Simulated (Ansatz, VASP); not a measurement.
AlN in VASP and in Ansatz

Contents of INCAR:

```
SYSTEM = AlN
PREC = Accurate
ENCUT = 520
EDIFF = 1E-6
ISMEAR = 0
SIGMA = 0.05
LREAL = .False.
LASPH = .True.
NELM = 80
ALGO = Normal
ISIF = 2
LWAVE = .False.
LCHARG = .False.
GGA = PE
NBANDS = 16
```

The input KPOINTS:

```
regular mesh
0
Gamma
  9 9 6
  0 0 0
```

The input POSCAR:

```
AlN
1.0
    3.3409812192      0.0000000000      0.0000000000
   -1.6704906096      2.8933746094      0.0000000000
    0.0000000000      0.0000000000      4.2223472407
Al N
2 2
Direct
    0.3333333333      0.6666666667      0.7805460420
    0.6666666667      0.3333333333      0.2805460420
    0.3333333333      0.6666666667      0.1911594770
    0.6666666667      0.3333333333      0.6911594770
```

Input for Ansatz:

```yaml
crystal:
  lattice:
    - [3.3409812192, 0.0, 0.0]
    - [-1.6704906096, 2.8933746094, 0.0]
    - [0.0, 0.0, 4.2223472407]
  atoms:
    - { symbol: Al, position: [0.3333333333, 0.6666666667, 0.780546042] }
    - { symbol: Al, position: [0.6666666667, 0.3333333333, 0.280546042] }
    - { symbol: "N", position: [0.3333333333, 0.6666666667, 0.191159477] }
    - { symbol: "N", position: [0.6666666667, 0.3333333333, 0.691159477] }
basis:
  ecutwfc: 520.0
kpoints:
  mp_grid: { grid: [9, 9, 6] }
hamiltonian:
  xc: pbe
  pseudopotentials: { kind: paw, azcp: { folder: soft_1 } }
scf:
  occupations: { method: gaussian, width: 0.05 }
output:
  forces: true
  stress: true
  eigenvalues: true
```

Change from the starting cell: mode 4 frozen in at -0.246 Å, equal normal strain along x, y and z +0.0083.

Alike in both runs: task single point; functional PBE; k mesh 9 × 9 × 6; occupations gaussian, width 0.05 eV; no spin polarisation.

|  | VASP | Ansatz |
| --- | --- | --- |
| version | VASP 6.6.1 | Ansatz 0.2.0 |
| potentials or method | VASP PAW PBE potentials, release 64 (Al, N) | scalar-relativistic, plane waves, PAW |
| plane-wave cutoff (eV) | 520 | 520 |
| valence electrons in the cell | 16 | 16 |

|  | VASP | Ansatz | Ansatz less VASP |
| --- | --- | --- | --- |
| gap on the k mesh at the Fermi level (eV) | 3.62 | 3.62 | -0.007 |
| least direct gap on the mesh (eV) | 3.62 | 3.62 | -0.007 |
| pressure (GPa) | 8.9 | 9.0 | +0.13 |
| largest component of the traceless stress (GPa) | 41.48 | 41.23 | -0.248 |
| rms of the force components (eV/Å) | 1.756 | 1.750 | -0.0059 |

Atom by atom the forces differ by 0.006 eV/Å (rms over components).

Caveats: an odd mesh through Γ misses points on the zone boundary, where band edges often lie; forces of over 1 eV/Å show positions far from the minimum, so gaps and moduli don't describe the material at rest.
